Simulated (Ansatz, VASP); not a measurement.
# TiSb2 in two plane-wave programs

Aim: how closely do two programs agree when they are given the same cell, functional and k mesh?

Main program and level: Ansatz 0.2.0; plane waves, with VASP 6.6.1 beside it; relaxation of cell and atoms at r2SCAN.

### Step 1. The starting structure

Symmetry: I4/mcm, No. 140, tetragonal system. Conventional cell: a = 6.660 Å, b = 6.660 Å, c = 5.818 Å, α = 90.00°, β = 90.00°, γ = 90.00°. Nearest to Ti lie 2 Ti at 2.91 Å and 8 Sb at 2.92 Å. Sb has 1 Sb at 2.85 Å and 4 Ti at 2.92 Å nearest. Farther neighbours are not listed.

### Step 2. Ansatz: relaxation of cell and atoms, r2SCAN

Ansatz runs on its default PAW (the set named soft_2) files.

The relaxed volume is the usual yardstick between codes: its relative difference is about their pressure difference at one cell divided by the bulk modulus.

Contents of input.yaml:

```yaml
crystal:
  lattice:
    - [-3.33, 3.33, 2.909]
    - [3.33, -3.33, 2.909]
    - [3.33, 3.33, -2.909]
  atoms:
    - { symbol: Ti, position: [0.25, 0.25, 0.0] }
    - { symbol: Ti, position: [0.75, 0.75, 0.0] }
    - { symbol: Sb, position: [0.65156, 0.15156, 0.80312] }
    - { symbol: Sb, position: [0.15156, 0.34844, 0.5] }
    - { symbol: Sb, position: [0.34844, 0.84844, 0.19688] }
    - { symbol: Sb, position: [0.84844, 0.65156, 0.5] }
hamiltonian:
  xc: r2scan
  pseudopotentials: { kind: paw }
kpoints:
  mp_grid: { grid: [6, 6, 6] }
scf:
  occupations: { method: fermi_dirac, width: 0.05 }
relax:
  f_tol: 0.01
  max_steps: 60
  cell: { stress_tol: 0.05 }
output:
  forces: true
  stress: true
```

Launch:

```console
$ ansatz run input.yaml --threads 4 --pin off --max-ram 9216MiB --backend cpu --events-out ev --progress --plain --runs-dir out
```

Numbers of over 12 decimals in the logs are rounded to 6 here.

What it wrote:

```text
Engine: ansatz 0.2.0, aarch64-unknown-linux-gnu
Pseudopotentials: kind: paw
Pseudopotential: Ti, paw, valence charge 12, recommended cutoff 500 eV (meta_gga), Ti.paw.azcp
Pseudopotential: Sb, paw, valence charge 15, recommended cutoff 500 eV (meta_gga), Sb.paw.azcp
Functional definition: r2SCAN
  parameter k0 = 0.174
  parameter k1 = 0.065
  parameter a1 = 4.9479
  exchange = r2scan_x(k0 = k0, k1 = k1, a1 = a1)
  correlation = r2scan_c
Crystal: 6 atoms, lattice volume = 129.030 Å³
Basis set: ecut = 500 eV, 3251 PW (Γ), exchange–correlation on 180×180×180 points (64 copies of the dense FFT grid, shifted against one another)
Bands: 51, of which v1, the nominal top of the filled ones, is band 42 counted from 1 (41 counted from 0)
Symmetry: 16 space group operations
Space group: I4/mcm (ITA 140), of the structure as read, at distance tolerance 5.1e-5 Å
k-points: 30 of 216
Non-local potential: Ti, projectors of the file, l = 0: 3, l = 1: 2, l = 2: 3, l = 3: 1
Non-local potential: Sb, projectors of the file, l = 0: 2, l = 1: 2, l = 2: 2, l = 3: 2
PAW form: soft (Blöchl's): semilocal exchange-correlation on the pseudo side does not see the compensation charge
PAW frozen core: Ti, regenerated for the run's functional (the file was generated under x = pbe(κ = 0.804, μ = 0.219515), c = pbe(β = 0.066725))
PAW frozen core: Sb, regenerated for the run's functional (the file was generated under x = pbe(κ = 0.804, μ = 0.219515), c = pbe(β = 0.066725))
PAW one-centre angular grid: Ti, 590 points (default); XC on 160 Gauss nodes
PAW one-centre angular grid: Sb, 590 points (default); XC on 160 Gauss nodes
Initial density: superposition of atomic densities (neutral atoms: chi_scale 0, normalization atom), corrected by the library's trained network
Initial wavefunctions: pseudopotential atomic-orbital guess
Functional: x = r2scan, c = r2scan; τ floored in thin density (d = 2e-4 eV/Å³)
SCF iter   1: F=—  HF=-31007.627637 eV  |F-HF|=—  |Δ(HF+E_count)|=         —  Δρ=1.26e-2  dr2=2.85e-1  dr2_τ=2.82e-2  ethr=1.77e-3  ⟨swp⟩=7.4  Hψ=6924  notcnv=0  defer=1
preconditioner: auto → Kerker (q_TF=auto, 2.540 Å⁻¹)  [metal: Δε(μ)=0.022 eV  Ē_g=6.850 eV  σ=0.050 eV  W_gap=0.11  n_scr=42 (ndim 8)  ℏωp=17.3 eV  f_vac=0.000  D(μ)=2.11/eV (n_scr^D=12)]
SCF iter   2: F=—  HF=-31007.754587 eV  |F-HF|=—  |Δ(HF+E_count)|=   1.27e-1  Δρ=5.02e-3  dr2=2.31e-2  dr2_τ=6.50e-3  ethr=3.39e-4  ⟨swp⟩=3.1  Hψ=3374  notcnv=0  defer=44
SCF iter   3: F=—  HF=-31007.758511 eV  |F-HF|=—  |Δ(HF+E_count)|=   3.92e-3  Δρ=2.86e-3  dr2=4.73e-3  dr2_τ=2.75e-4  ethr=2.75e-5  ⟨swp⟩=2.0  Hψ=1898  notcnv=0  defer=44
SCF iter   4: F=—  HF=-31007.763535 eV  |F-HF|=—  |Δ(HF+E_count)|=   5.02e-3  Δρ=3.44e-4  dr2=1.70e-4  dr2_τ=7.73e-6  ethr=5.63e-6  ⟨swp⟩=2.0  Hψ=2892  notcnv=0  defer=44
SCF iter   5: F=—  HF=-31007.763619 eV  |F-HF|=—  |Δ(HF+E_count)|=   8.36e-5  Δρ=1.38e-4  dr2=2.83e-5  dr2_τ=1.09e-6  ethr=2.03e-7  ⟨swp⟩=2.0  Hψ=1858  notcnv=0  defer=44
SCF iter   6: F=—  HF=-31007.763669 eV  |F-HF|=—  |Δ(HF+E_count)|=   5.03e-5  Δρ=3.18e-5  dr2=1.63e-6  dr2_τ=5.57e-8  ethr=3.37e-8  ⟨swp⟩=2.0  Hψ=1950  notcnv=0  defer=44
SCF iter   7: F=—  HF=-31007.763671 eV  |F-HF|=—  |Δ(HF+E_count)|=   1.49e-6  Δρ=1.46e-5  dr2=4.91e-7  dr2_τ=1.12e-8  ethr=1.94e-9  ⟨swp⟩=2.0  Hψ=1910  notcnv=0  defer=44
SCF iter   8: F=-31007.763671 eV  HF=-31007.763671 eV  |F-HF|=2.44e-9  |Δ(HF+E_count)|=   2.48e-8  Δρ=2.99e-6  dr2=1.33e-8  dr2_τ=9.41e-10  ethr=1.19e-10  ⟨swp⟩=3.8  Hψ=5150  notcnv=0
SCF 1 converged in 8 iterations: F = -31007.763671 eV  dr2 = 1.33e-8
  greatest PAW one-centre occupation: 1.001 electrons in one spin orbital (limit 2), on the Ti atom at site 1 (counted from 0), in its partial waves of l = 1
relax step   1: F+E_penalty+E_count = -31007.76367081 eV  Δ(F+E_penalty+E_count) = +0.000e0 eV  max|allowed force component| = 3.183e-2 eV/Å  Δτ_max = 0.0000 Å  P = +0.917 GPa  Ω = 129.030 Å³  (8 SCF iters, dr2 threshold 1.00e-7 eV, accepted)
[...]
relax step   2: F+E_penalty+E_count = -31007.76269949 eV  Δ(F+E_penalty+E_count) = +9.713e-4 eV  max|allowed force component| = 5.718e-2 eV/Å  Δτ_max = 0.0072 Å  P = -1.210 GPa  Ω = 131.668 Å³  energy of the carried Pulay correction = -6.593e-4 eV  (7 SCF iters, dr2 threshold 6.00e-7 eV, rejected (line search))
[...]
relax step   3: F+E_penalty+E_count = -31007.77091090 eV  Δ(F+E_penalty+E_count) = -7.240e-3 eV  max|allowed force component| = 4.889e-3 eV/Å  Δτ_max = 0.0014 Å  P = +0.043 GPa  Ω = 130.017 Å³  energy of the carried Pulay correction = -2.481e-4 eV  (10 SCF iters, accepted)
[...]
relax step   4: F+E_penalty+E_count = -31007.77103029 eV  Δ(F+E_penalty+E_count) = -1.194e-4 eV  max|allowed force component| = 1.878e-3 eV/Å  Δτ_max = 0.0002 Å  P = +0.009 GPa  Ω = 130.029 Å³  energy of the carried Pulay correction = -2.511e-4 eV  (6 SCF iters, dr2 threshold 3.06e-8 eV, accepted)
[...]
relax step   5: F+E_penalty+E_count = -31007.77130524 eV  Δ(F+E_penalty+E_count) = -2.749e-4 eV  max|allowed force component| = 1.829e-3 eV/Å  Δτ_max = 0.0000 Å  P = +0.011 GPa  Ω = 130.029 Å³  stress off target by 2.10e-2 GPa  SCF on the basis re-selected at this cell (its energy is not comparable with the rows above)  (6 SCF iters)
basis re-selected at this cell: Δ(F+E_penalty+E_count) = -2.749e-4 eV, ΔP = +0.002 GPa vs the last step (what re-selecting the basis moved, of the pressure what is left beyond the Pulay correction that the steps carried, after the strain that the cell walked since its last selection, with what the two solves' SCF thresholds leave and, on support functions, any second-order correction that the steps lacked; it is no m [...]
SCF converged after 6 iterations
Free energy (F): -31007.771305 eV
Harris-Foulkes:  -31007.771305 eV  (|F-HF|=1.09e-11)
Internal energy: -31007.756580 eV  (E = F + TS)
E sigma→0 (E₀):  -31007.763943 eV
Entropy (-TS):   -0.014725 eV (-2.454 meV/atom)
Fermi energy:    13.514054 eV
--- Per-component energies (eV) ---
  E_band       = -847.384486
  E_kinetic    = 1377.049959
  E_local      = -7059.526371  (includes V_loc(G=0)·N_el)
  E_nonlocal   = 1472.993364
  E_hartree    = 3197.455593
  E_xc         = -698.320754
  E_vxc        = -680.867197  (∫ρ·V_xc dr)
  E_paw        = -20527.221849  (= ΣΔE_a)
  E_vpaw       = -2397.732944  (= ΣTr[D̂ρ^β])
  E_aug_tail   = 0.000180  (compensation charges beyond the density's cutoff)
  E_vtau       = 45.787405  (kinetic-family band-sum trace: ∫τ·v_τ [+ j·A + Jᵃ·Aᵃ] dr)
  E_ewald      = -8771.703936
  E_core_change = 1.517234  (= ΣΔE_core)
  E_smearing   = -0.014725  (= −TS)
  E_closure    = -0.000000  (closes the sum)
  Σ components = -31007.771305   (vs F -31007.771305, Δ=0.00e0)
--- Forces (eV/Å), atoms counted from 1 ---
  atom   1  Ti    -0.00000000     0.00000000     0.00000000
  atom   2  Ti    -0.00000000    -0.00000000     0.00000000
  atom   3  Sb     0.00182865     0.00182865     0.00000000
  atom   4  Sb    -0.00182865     0.00182865    -0.00000000
  atom   5  Sb    -0.00182865    -0.00182865     0.00000000
  atom   6  Sb     0.00182865    -0.00182865     0.00000000
  max |Σ_I F_I| component: 7.24e-17 eV/Å
--- Stress (GPa, compression-positive) ---
        0.006319       0.000000      -0.000000
        0.000000       0.006319       0.000000
       -0.000000       0.000000       0.021000
  P = ⅓ Tr σ = 0.0112 GPa (0.112 kbar)
--- Relaxed structure (4 steps of the walk, 3 accepted, 1 SCFs on fresh bases) ---
  F+E_penalty+E_count = -31007.77130524 eV   max|allowed force component| = 1.829e-3 eV/Å   (the final SCF, on the basis selected at the relaxed cell)
  cell:  # Å, volume = 130.0285 Å³
    - [-3.353483, 3.353483, 2.890590]
    - [3.353483, -3.353483, 2.890590]
    - [3.353483, 3.353483, -2.890590]
  atoms:
    - { symbol: Ti, position: [0.250000, 0.250000, 0] }
    - { symbol: Ti, position: [0.75, 0.75, 0] }
    - { symbol: Sb, position: [0.651728, 0.151728, 0.803457] }
    - { symbol: Sb, position: [0.151728, 0.348272, 0.5] }
    - { symbol: Sb, position: [0.348272, 0.848272, 0.196543] }
    - { symbol: Sb, position: [0.848272, 0.651728, 0.500000] }
```

Elapsed: 26 s, on 4 threads of Arm Neoverse V2, shared host; peak memory 0.98 GiB; 92 s of CPU time.

### Step 3. VASP: relaxation of cell and atoms, r2SCAN

The same cell, functional, mesh and smearing now go to VASP, with its own data sets and cutoff.

Lines of VASP's logs that name or quote its potential files are left out, and so is its time.

Contents of INCAR:

```
SYSTEM = TiSb2
PREC = Accurate
ENCUT = 520
EDIFF = 1E-06
NELM = 100
ISMEAR = -1
SIGMA = 0.05
LREAL = .FALSE.
ALGO = Normal
METAGGA = R2SCAN
LASPH = .TRUE.
NBANDS = 28
LORBIT = 11
LWAVE = .FALSE.
LCHARG = .FALSE.
KPAR = 4
IBRION = 2
NSW = 60
ISIF = 3
EDIFFG = -0.01
```

Contents of POSCAR:

```
TiSb2
1.0
   -3.3300000000      3.3300000000      2.9090000000
    3.3300000000     -3.3300000000      2.9090000000
    3.3300000000      3.3300000000     -2.9090000000
Ti Sb
2 4
Direct
    0.2500000000      0.2500000000      0.0000000000
    0.7500000000      0.7500000000      0.0000000000
    0.6515600000      0.1515600000      0.8031200000
    0.1515600000      0.3484400000      0.5000000000
    0.3484400000      0.8484400000      0.1968800000
    0.8484400000      0.6515600000      0.5000000000
```

Contents of KPOINTS:

```
Automatic mesh
0
Gamma
6 6 6
0 0 0
```

The projector-augmented-wave data sets are Ti_sv and Sb (PBE family, release 64).

Launch:

```console
$ mpirun -np 4 vasp_std
```

What it wrote:

```text
[banner, memory and clock lines left out]
running    4 mpi-ranks, on    1 nodes
 distrk:  each k-point on    1 cores,    4 groups
 distr:  one band on    1 cores,    1 groups

 POSCAR found type information on POSCAR TiSb
 POSCAR found :  2 types and       6 ions
|                                                                             |
|               ----> ADVICE to this user running VASP <----                  |
|                                                                             |
|     You enforced a specific xc type in the INCAR file but a different       |
|     [... a line on the potential file left out ...]
|     I HOPE YOU KNOW WHAT YOU ARE DOING!                                     |
|                                                                             |

 LDA part: xc-table for (None), standard interpolation
 POSCAR, INCAR and KPOINTS ok, starting setup
 FFT: planning ... GRIDC
 FFT: planning ... GRID_SOFT
 FFT: planning ... GRID
 WAVECAR not read
 entering main loop
       N       E                     dE             d eps       ncg     rms          rms(c)
DAV:   1     0.359636249724E+03    0.35964E+03   -0.20275E+04  1680   0.158E+03
DAV:   2    -0.806294156317E+02   -0.44027E+03   -0.43058E+03  1784   0.445E+02
DAV:   3    -0.135179319509E+03   -0.54550E+02   -0.53596E+02  2804   0.136E+02
DAV:   4    -0.140906504695E+03   -0.57272E+01   -0.56815E+01  2688   0.371E+01
DAV:   5    -0.141272328388E+03   -0.36582E+00   -0.36558E+00  2420   0.800E+00    0.151E+01
DAV:   6    -0.131925566872E+03    0.93468E+01   -0.34997E+01  2488   0.475E+01    0.704E+00
DAV:   7    -0.131225917580E+03    0.69965E+00   -0.97572E+00  2372   0.173E+01    0.434E+00
DAV:   8    -0.131194172749E+03    0.31745E-01   -0.93789E-01  2452   0.573E+00    0.111E+00
DAV:   9    -0.131205911729E+03   -0.11739E-01   -0.74821E-02  2096   0.175E+00    0.454E-01
DAV:  10    -0.131206592091E+03   -0.68036E-03   -0.24547E-02  2444   0.103E+00    0.150E-01
DAV:  11    -0.131207027967E+03   -0.43588E-03   -0.27256E-03  2488   0.306E-01    0.515E-02
DAV:  12    -0.131207005945E+03    0.22022E-04   -0.27814E-04  2476   0.973E-02    0.291E-02
DAV:  13    -0.131207014382E+03   -0.84369E-05   -0.33820E-05  2272   0.418E-02    0.134E-02
DAV:  14    -0.131207012485E+03    0.18968E-05   -0.93100E-06  2160   0.175E-02    0.332E-03
DAV:  15    -0.131207013213E+03   -0.72817E-06   -0.70029E-07  1168   0.684E-03
   1 F= -.13120701E+03 E0= -.13119908E+03  d E =-.131207E+03
[...]
2 F= -.13121119E+03 E0= -.13120339E+03  d E =-.417443E-02
[...]
3 F= -.13121480E+03 E0= -.13120695E+03  d E =-.778754E-02
[...]
4 F= -.13121641E+03 E0= -.13120883E+03  d E =-.161290E-02
 trial-energy change:   -0.001613  1 .order   -0.001599   -0.002261   -0.000938
 step:   1.5092(harm=  1.5687)  dis= 0.00087  next Energy=  -131.216719 (dE=-0.192E-02)
 bond charge predicted
       N       E                     dE             d eps       ncg     rms          rms(c)
DAV:   1    -0.131217793349E+03   -0.13802E-02   -0.85759E-02  1688   0.292E+00    0.270E-01
DAV:   2    -0.131217116010E+03    0.67734E-03   -0.73372E-03  2008   0.633E-01    0.142E-01
DAV:   3    -0.131216740378E+03    0.37563E-03   -0.10695E-03  2388   0.194E-01    0.468E-02
DAV:   4    -0.131216730983E+03    0.93947E-05   -0.44088E-04  2772   0.138E-01    0.328E-02
DAV:   5    -0.131216730842E+03    0.14068E-06   -0.32352E-05  2340   0.354E-02    0.205E-02
DAV:   6    -0.131216738823E+03   -0.79808E-05   -0.98032E-06  2320   0.253E-02    0.510E-03
DAV:   7    -0.131216739640E+03   -0.81706E-06   -0.10061E-06  1164   0.703E-03
   5 F= -.13121674E+03 E0= -.13120934E+03  d E =-.193888E-02
 curvature:  -0.84 expect dE=-0.150E-04 dE for cont linesearch -0.119E-05
 trial: gam=-0.01674 g(F)=  0.146E-04 g(S)=  0.318E-05 ort = 0.615E-04 (trialstep = 0.104E+01)
 search vector abs. value=  0.165E-04
 reached required accuracy - stopping structural energy minimisation
```

[end of part 1 of 2]

[Lines on the potential files, build, host, timing and source positions are cut from VASP's logs without a mark.]

[Logs are printed without paths, hosts, clocks, repeated set-up lines and the standing remarks that a program may print on its own settings, such as how far it seeks lower states.]

[Hosts, paths, dates, database ids (printed as entryN), source tags and the programs' standing remarks are cut or masked in the printed files.]
